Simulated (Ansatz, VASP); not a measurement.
# One calculation of PbO, two programs

File POSCAR:

```
PbO
1.0
    3.1793716485      0.0000000000      0.0000000000
    0.0000000000      3.1793716485      0.0000000000
    0.0000000000      0.0000000000      3.1793716485
Pb O
1 1
Direct
    0.0000000000      0.0000000000      0.0000000000
    0.5000000000      0.5000000000      0.5000000000
```

Contents of INCAR.step1:

```
SYSTEM = PbO
ALGO = Normal
EDIFF = 1E-4
ENCUT = 520
GGA = PE
ISMEAR = -1
LASPH = .TRUE.
LCHARG = .FALSE.
LREAL = .FALSE.
LWAVE = .TRUE.
NBANDS = 17
NELM = 100
PREC = Accurate
SIGMA = 0.02
```

Contents of INCAR.step2:

```
SYSTEM = PbO
ALGO = Normal
EDIFF = 1E-6
ENCUT = 520
ISIF = 2
ISMEAR = -1
ISTART = 1
LASPH = .TRUE.
LCHARG = .FALSE.
LMIXTAU = .TRUE.
LREAL = .FALSE.
LWAVE = .FALSE.
METAGGA = R2SCAN
NBANDS = 17
NELM = 100
PREC = Accurate
SIGMA = 0.02
```

Contents of KPOINTS:

```
k-points
0
G
  6 6 6
  0 0 0
```

Input for Ansatz:

```yaml
crystal:
  lattice:
    - [3.1793716485, 0.0, 0.0]
    - [0.0, 3.1793716485, 0.0]
    - [0.0, 0.0, 3.1793716485]
  atoms:
    - { symbol: Pb, position: [0.0, 0.0, 0.0] }
    - { symbol: O, position: [0.5, 0.5, 0.5] }
kpoints:
  mp_grid: { grid: [6, 6, 6] }
hamiltonian:
  xc: r2scan
scf:
  occupations: { method: fermi_dirac, width: 0.02 }
  n_extra_bands: 4
output:
  forces: true
  stress: true
  eigenvalues: true
```

Alike in both runs: task single point; functional r2SCAN; k mesh 6 × 6 × 6; occupations fermi-dirac, width 0.02 eV; no spin polarisation.

|  | VASP | Ansatz |
| --- | --- | --- |
| version | VASP 6.6.1 | Ansatz 0.2.0 |
| potentials or method | VASP PAW PBE potentials, release 64 (Pb_d, O) | plane waves, PAW |
| plane-wave cutoff (eV) | 520 | 500 |
| valence electrons in the cell | 20 | 20 |

|  | VASP | Ansatz | Ansatz less VASP |
| --- | --- | --- | --- |
| pressure (GPa) | 0.1 | 0.0 | -0.17 |

Caveats: the PAW data sets were made with another functional, which shifts forces and pressure a little (VASP); spin-orbit coupling is left out, which as a rule narrows the gap of such compounds by several tenths of an eV.
